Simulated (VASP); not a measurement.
# Sb (P6_3/mmc) in VASP: a series of runs

One crystal, Sb, is run at these levels: PBE; tasks: optical spectrum, density of states, electric field gradients, core levels, phonons.

Everything below comes from runs of VASP 6.6.1. Logs are shortened: lines on timing, memory, paths and dates and some standing lists are left out, and cuts for length are marked.

## 1. Starting point

Symmetry: P6_3/mmc, No. 194, hexagonal system. Conventional cell: a = 3.355 Å, b = 3.355 Å, c = 5.470 Å, α = 90.00°, β = 90.00°, γ = 120.00°. Around Sb (site symmetry -6m2) lie 12 Sb at 3.35 Å.

This isn't the form of Sb at room conditions, which is rhombohedral.

## 2. Optical spectrum, PBE

Input file INCAR:

```
ALGO = Fast
CSHIFT = 0.05
EDIFF = 1E-6
ENCUT = 520
GGA = PE
ISIF = 2
ISMEAR = 0
LASPH = T
LCHARG = F
LOPTICS = T
LREAL = F
LWAVE = F
NBANDS = 29
NEDOS = 2000
NELM = 100
PREC = Accurate
SIGMA = 0.02
```

Input file KPOINTS:

```
k-points
0
Gamma
  9 9 5
```

Input file POSCAR:

```
Sb
1.0
    3.3545324186      0.0000000000      0.0000000000
   -1.6772662093      2.9051102923      0.0000000000
    0.0000000000      0.0000000000      5.4701606500
Sb
2
Direct
    0.6666666667      0.3333333333      0.7500000000
    0.3333333333      0.6666666667      0.2500000000
```

Potentials or basis: VASP PAW PBE potentials, release 64 (Sb).

Launch:

```bash
cat potpaw_PBE.64/Sb/POTCAR > POTCAR
mpirun -np 1 vasp_std > vasp.out
```

OUTCAR:

```text
EDIFF = 1E-6
   ENCUT = 520
   GGA = PE
   ISIF = 2
   ISMEAR = 0
   LASPH = T
   LREAL = F
   NELM = 100
   PREC = Accurate

 ion  position               nearest neighbor table
   1  0.667  0.333  0.750-   2 3.35   2 3.35   2 3.35   2 3.35   2 3.35   2 3.35
   2  0.333  0.667  0.250-   1 3.35   1 3.35   1 3.35   1 3.35   1 3.35   1 3.35

  LATTYP: Found a hexagonal cell.
 ALAT       =     3.3545324186
 C/A-ratio  =     1.6306775334

  Lattice vectors:

 A1 = (   3.3545324186,   0.0000000000,   0.0000000000)
 A2 = (  -1.6772662093,   2.9051102923,   0.0000000000)
 A3 = (   0.0000000000,   0.0000000000,   5.4701606500)

Analysis of symmetry for initial positions (statically):
=====================================================================
 Subroutine PRICEL returns:
 Original cell was already a primitive cell.

 Routine SETGRP: Setting up the symmetry group for a
 hexagonal supercell.

 Subroutine GETGRP returns: Found 24 space group operations
 (whereof 12 operations were pure point group operations)
 out of a pool of 24 trial point group operations.

The static configuration has the point symmetry D_3d.
 The point group associated with its full space group is D_6h.

Analysis of symmetry for dynamics (positions and initial velocities):
=====================================================================
 Subroutine PRICEL returns:
 Original cell was already a primitive cell.

 Routine SETGRP: Setting up the symmetry group for a
 hexagonal supercell.

 Subroutine GETGRP returns: Found 24 space group operations
 (whereof 12 operations were pure point group operations)
 out of a pool of 24 trial point group operations.

The dynamic configuration has the point symmetry D_3d.
[... 649 lines left out ...]
  in kB       11.3280175     11.3280175     17.7196235      0.0000000      0.0000000      0.0000000
  external PRESSURE =      13.4585529 kB  Pullay stress =       0.0000000 kB

 VOLUME and BASIS-vectors are now :
 -----------------------------------------------------------------------------
  energy-cutoff  :      520.00
  volume of cell :       53.31
      direct lattice vectors                 reciprocal lattice vectors
     3.354532419  0.000000000  0.000000000     0.298104139  0.172110505  0.000000000
    -1.677266209  2.905110292  0.000000000     0.000000000  0.344221010  0.000000000
     0.000000000  0.000000000  5.470160650     0.000000000  0.000000000  0.182809987

 POSITION                                       TOTAL-FORCE (eV/Angst)
 -----------------------------------------------------------------------------------
      1.67727      0.96837      4.10262         0.000000     -0.000000      0.000000
     -0.00000      1.93674      1.36754        -0.000000      0.000000      0.000000
 -----------------------------------------------------------------------------------
    total drift:                                0.000000     -0.000000      0.000000

  FREE ENERGIE OF THE ION-ELECTRON SYSTEM (eV)
  ---------------------------------------------------
  free  energy   TOTEN  =        -7.7200194371 eV

  energy  without entropy=       -7.7193069341  energy(sigma->0) =       -7.71966319

 electrical conductivity sigma (Mega S m-1) (frequency dependency in vasprun.xml)
  --------------------------------------------------------------------------------------
       0.490       0.000       0.000
       0.000       0.490       0.000
       0.000       0.000       1.076

  frequency dependent IMAGINARY DIELECTRIC FUNCTION (independent particle, no local field effects) density-density
     E(ev)      X         Y         Z        XY        YZ        ZX
  --------------------------------------------------------------------------------------------------------------
     0.00000     0.00000     0.00000     0.00000     0.00000     0.00000     0.00000
     0.45391     3.96226     3.96226    43.19771     0.00000     0.00000    -0.00000
     0.90782    36.53344    36.53344    18.91121     0.00000     0.00000    -0.00000
     1.36172    84.50406    84.50406    51.39884    -0.00000    -0.00000     0.00000
     1.81563    35.03145    35.03145    76.12967     0.00000     0.00000     0.00000
     2.26954    15.20034    15.20034    12.13197     0.00000     0.00000    -0.00000
[... 92 lines left out ...]
    44.48294     0.00018     0.00018     0.00022    -0.00000     0.00000    -0.00000
    44.93685     0.00017     0.00017     0.00021    -0.00000     0.00000    -0.00000

  frequency dependent      REAL DIELECTRIC FUNCTION (independent particle, no local field effects) density-density
     E(ev)        X           Y           Z          XY          YZ          ZX
  --------------------------------------------------------------------------------------------------------------
     0.00000    92.64979    92.64979  5824.06133    -0.00000     0.00000    -0.00000
     0.45391    41.62619    41.62619  -122.92904     0.00000    -0.00000     0.00000
     0.90782    45.59112    45.59112    -7.24720     0.00000    -0.00000     0.00000
     1.36172     3.89939     3.89939    -3.79600     0.00000     0.00000    -0.00000
     1.81563   -18.96945   -18.96945    -7.22161    -0.00000    -0.00000    -0.00000
     2.26954   -20.68760   -20.68760   -19.22695     0.00000    -0.00000    -0.00000
[... 92 lines left out ...]
    44.48294     0.92399     0.92399     0.90614     0.00000    -0.00000     0.00000
    44.93685     0.92557     0.92557     0.90808     0.00000    -0.00000     0.00000

  frequency dependent IMAGINARY DIELECTRIC FUNCTION (independent particle, no local field effects) current-current
     E(ev)      X         Y         Z        XY        YZ        ZX
  --------------------------------------------------------------------------------------------------------------
     0.00000   296.74966   296.74966 14726.23987    -0.00000    -0.00000    -0.00000
     0.45391    12.92339    12.92339    15.35850    -0.00000     0.00000    -0.00000
     0.90782    41.20805    41.20805    17.88048    -0.00000     0.00000    -0.00000
     1.36172    84.47736    84.47736    50.75820     0.00000    -0.00000    -0.00000
     1.81563    33.82606    33.82606    75.69054    -0.00000    -0.00000     0.00000
     2.26954    14.21464    14.21464    11.24064    -0.00000     0.00000     0.00000
[... 92 lines left out ...]
    44.48294     0.00001     0.00001     0.00001     0.00000     0.00000     0.00000
    44.93685     0.00001     0.00001     0.00001     0.00000     0.00000     0.00000

  frequency dependent      REAL DIELECTRIC FUNCTION (independent particle, no local field effects) current-current
     E(ev)        X           Y           Z          XY          YZ          ZX
  --------------------------------------------------------------------------------------------------------------
     0.00000     1.37527     1.37527 -3469.41972     0.00000     0.00000     0.00000
     0.45391    41.48855    41.48855   -53.31891    -0.00000     0.00000     0.00000
     0.90782    41.67892    41.67892     9.96128     0.00000     0.00000     0.00000
     1.36172    -2.33772    -2.33772     0.98077     0.00000    -0.00000    -0.00000
     1.81563   -20.77152   -20.77152    -6.78551     0.00000     0.00000    -0.00000
     2.26954   -21.29762   -21.29762   -16.67976     0.00000    -0.00000     0.00000
[... 92 lines left out ...]
    44.48294     0.92410     0.92410     0.91415     0.00000    -0.00000     0.00000
    44.93685     0.92568     0.92568     0.91593     0.00000    -0.00000     0.00000
```

OSZICAR:

```text
N       E                     dE             d eps       ncg     rms          rms(c)
DAV:   1     0.294446851446E+02    0.29445E+02   -0.31454E+03  2088   0.274E+02
DAV:   2    -0.615415461887E+01   -0.35599E+02   -0.33723E+02  2507   0.641E+01
DAV:   3    -0.772036033268E+01   -0.15662E+01   -0.15488E+01  2648   0.121E+01
DAV:   4    -0.772939613654E+01   -0.90358E-02   -0.90322E-02  2488   0.105E+00
DAV:   5    -0.772945180020E+01   -0.55664E-04   -0.55661E-04  2445   0.893E-02    0.246E+00
RMM:   6    -0.772316354831E+01    0.62883E-02   -0.21403E-03  2155   0.120E-01    0.142E+00
RMM:   7    -0.771997045759E+01    0.31931E-02   -0.47761E-03  2327   0.183E-01    0.519E-02
RMM:   8    -0.772001552007E+01   -0.45062E-04   -0.19381E-04  2430   0.442E-02    0.160E-02
RMM:   9    -0.772001991203E+01   -0.43920E-05   -0.21577E-05  2543   0.144E-02    0.352E-03
RMM:  10    -0.772001943714E+01    0.47489E-06   -0.31914E-06  2547   0.548E-03
   1 F= -.77200194E+01 E0= -.77196632E+01  d E =-.712503E-03
 imaginary and real dielectric function
```

stdout:

```text
POSCAR found type information on POSCAR Sb
 POSCAR found :  1 types and       2 ions
 scaLAPACK will be used
 LDA part: xc-table for (Slater+PW92), standard interpolation
 POSCAR, INCAR and KPOINTS ok, starting setup
 FFT: planning ... GRIDC
 FFT: planning ... GRID_SOFT
 FFT: planning ... GRID
 WAVECAR not read
 entering main loop
 optical routines
 imaginary and real dielectric function
 recalculating local potential from charge density
 direction            1
 direction            2
 direction            3
```

It took 33 s on 1 thread of Intel Xeon Platinum 8375C at 2.90GHz (Ice Lake), shared host; peak memory 0.22 GiB.

What came out:

```
Free energy            : -7.7200 eV
Pressure               : 1.3 GPa
Band gap on the k mesh : none (metal or under the smearing width)
```

Stress tensor (GPa, compression positive):
```
1.13 0.00 0.00
0.00 1.13 0.00
0.00 0.00 1.77
```

Levels at points of the mesh, in eV from the Fermi level:
| k point | band 2 | band 3 | band 4 | band 5 | band 6 | band 7 | band 8 | band 9 |
| --- | --- | --- | --- | --- | --- | --- | --- | --- |
| (0.00, 0.00, 0.00) | -9.05 | -5.76 | 3.73 | 3.73 | 5.38 | 5.38 | 5.62 | 7.85 |

Dielectric function (mean over the directions given):
```csv
energy (eV),real part,imaginary part
0.27,-111.18,60.27
0.73,24.41,8.86
1.27,58.97,51.95
1.72,8.41,45.41
2.27,-20.20,14.18
2.72,-8.18,11.70
3.27,-14.34,6.05
3.72,-6.65,2.15
4.27,-5.18,6.03
4.81,-4.40,1.66
5.27,-2.93,1.13
5.81,-1.49,0.94
6.26,-0.90,1.36
6.81,-0.34,3.22
7.26,-1.21,0.67
7.81,-1.64,0.90
8.35,-1.26,0.79
8.81,-0.91,0.58
9.35,-0.61,0.81
9.80,-0.22,0.87
10.35,-0.45,0.51
10.80,-0.11,0.44
11.35,-0.23,0.63
11.80,0.07,0.67
12.35,-0.01,0.57
12.89,-0.10,0.53
13.34,-0.14,0.29
13.89,-0.06,0.18
14.34,0.12,0.16
14.89,0.22,0.12
15.34,0.26,0.18
15.89,0.31,0.13
16.43,0.33,0.11
16.89,0.37,0.12
17.43,0.45,0.15
17.88,0.41,0.14
18.43,0.44,0.09
18.88,0.48,0.06
19.43,0.51,0.06
19.97,0.54,0.04
```

Caveat: spectra need much finer meshes, so this one isn't converged; independent-particle spectra lack excitons; the intraband (Drude) part of a metal's response may be missing.

## 3. Density of states, PBE

POSCAR is that of step 2.

Input file INCAR.step1:

```
ALGO     = Fast           # electronic algorithm
EDIFF    = 1E-6           # SCF threshold, eV
ENCUT    = 520            # plane-wave cutoff, eV
GGA      = PE             # functional
ISIF     = 2              # what is computed and relaxed
ISMEAR   = 0              # smearing method
LASPH    = T              # aspherical terms in the spheres
LCHARG   = T              # write CHGCAR
LREAL    = F              # projectors in reciprocal space
LWAVE    = F              # write WAVECAR
NBANDS   = 12             # bands
NELM     = 100            # most SCF steps
PREC     = Accurate       # precision mode
SIGMA    = 0.02           # smearing width, eV
```

Input file KPOINTS.step1:

```
k-points
0
Gamma
  9 9 5
```

Input file INCAR.step2:

```
ALGO     = Fast           # electronic algorithm
EDIFF    = 1E-6           # SCF threshold, eV
ENCUT    = 520            # plane-wave cutoff, eV
GGA      = PE             # functional
ICHARG   = 11             # starting density
ISIF     = 2              # what is computed and relaxed
ISMEAR   = -5             # smearing method
LASPH    = T              # aspherical terms in the spheres
LCHARG   = F              # write CHGCAR
LORBIT   = 11             # projections on sites
LREAL    = F              # projectors in reciprocal space
LWAVE    = F              # write WAVECAR
NBANDS   = 12             # bands
NEDOS    = 2001           # points of the DOS
NELM     = 100            # most SCF steps
PREC     = Accurate       # precision mode
SIGMA    = 0.02           # smearing width, eV
```

Input file KPOINTS.step2:

```
k-points
0
Gamma
  14 14 8
```

Potentials or basis: VASP PAW PBE potentials, release 64 (Sb).

Launch:

```bash
cat potpaw_PBE.64/Sb/POTCAR > POTCAR
cp INCAR.step1 INCAR
cp KPOINTS.step1 KPOINTS
mpirun -np 1 vasp_std > vasp.out
cp INCAR.step2 INCAR
cp KPOINTS.step2 KPOINTS
mpirun -np 1 vasp_std > vasp.out
```

It took 44 s on 1 thread of Intel Xeon Platinum 8375C at 2.90GHz (Ice Lake), shared host; peak memory 0.21 GiB.

It converged, with:

| Quantity | Value |
| --- | --- |
| Valence electrons inside the program's atomic spheres | Sb 2.34 |

Levels at points of the mesh, in eV from the Fermi level:
```csv
k point,band 2,band 3,band 4,band 5,band 6,band 7,band 8,band 9
"(0.00, 0.00, 0.00)",-9.22,-5.93,3.56,3.56,5.21,5.21,5.45,7.68
"(0.50, 0.00, 0.00)",-8.14,-4.40,-3.13,-2.35,-0.20,0.33,3.64,4.39
"(0.00, 0.00, 0.50)",-11.81,-0.84,-0.84,4.38,4.38,4.38,4.38,8.61
"(0.50, 0.00, 0.50)",-8.56,-5.42,-5.42,1.57,1.57,1.77,1.77,5.76
```

States per cell in windows of 0.5 eV (zero at the Fermi level; states under -8 eV left out):
```tsv
from (eV)	total	Sb1_p	Sb2_p	Sb1_d	Sb2_d	Sb1_s	Sb2_s
-8.0	0.54	0.00	0.00	0.00	0.00	0.17	0.17
-7.5	0.01	0.00	0.00	0.00	0.00	0.00	0.00
-7.0	0.00	0.00	0.00	0.00	0.00	0.00	0.00
-6.5	0.00	0.00	0.00	0.00	0.00	0.00	0.00
-6.0	0.02	0.00	0.00	0.00	0.00	0.00	0.00
-5.5	0.25	0.04	0.04	0.00	0.00	0.00	0.00
-5.0	0.46	0.07	0.07	0.00	0.00	0.01	0.01
-4.5	0.77	0.12	0.12	0.00	0.00	0.02	0.02
-4.0	0.50	0.08	0.08	0.00	0.00	0.02	0.02
-3.5	0.54	0.09	0.09	0.00	0.00	0.02	0.02
-3.0	0.57	0.09	0.09	0.00	0.00	0.02	0.02
-2.5	0.62	0.10	0.10	0.00	0.00	0.02	0.02
-2.0	0.47	0.08	0.08	0.00	0.00	0.02	0.02
-1.5	0.60	0.10	0.10	0.01	0.01	0.02	0.02
-1.0	0.58	0.10	0.10	0.01	0.01	0.02	0.02
-0.5	0.61	0.11	0.11	0.01	0.01	0.01	0.01
0.0	0.74	0.14	0.14	0.01	0.01	0.01	0.01
0.5	0.77	0.15	0.15	0.01	0.01	0.01	0.01
1.0	0.63	0.13	0.13	0.01	0.01	0.01	0.01
1.5	0.74	0.16	0.16	0.01	0.01	0.01	0.01
2.0	0.83	0.19	0.19	0.01	0.01	0.01	0.01
2.5	0.88	0.21	0.21	0.01	0.01	0.01	0.01
3.0	0.55	0.14	0.14	0.01	0.01	0.00	0.00
3.5	0.39	0.10	0.10	0.01	0.01	0.00	0.00
4.0	0.27	0.07	0.07	0.01	0.01	0.00	0.00
4.5	0.29	0.06	0.06	0.01	0.01	0.00	0.00
5.0	0.32	0.03	0.03	0.03	0.03	0.00	0.00
5.5	0.41	0.01	0.01	0.04	0.04	0.01	0.01
6.0	0.53	0.02	0.02	0.05	0.05	0.01	0.01
6.5	0.72	0.03	0.03	0.07	0.07	0.01	0.01
7.0	0.83	0.04	0.04	0.09	0.09	0.01	0.01
7.5	0.80	0.04	0.04	0.09	0.09	0.01	0.01
```

Caveat: tetrahedron occupations give inexact forces and stress in metals. Spin-orbit coupling is left out, which matters for the levels of Sb.

(Part 1 of 3 ends here.)
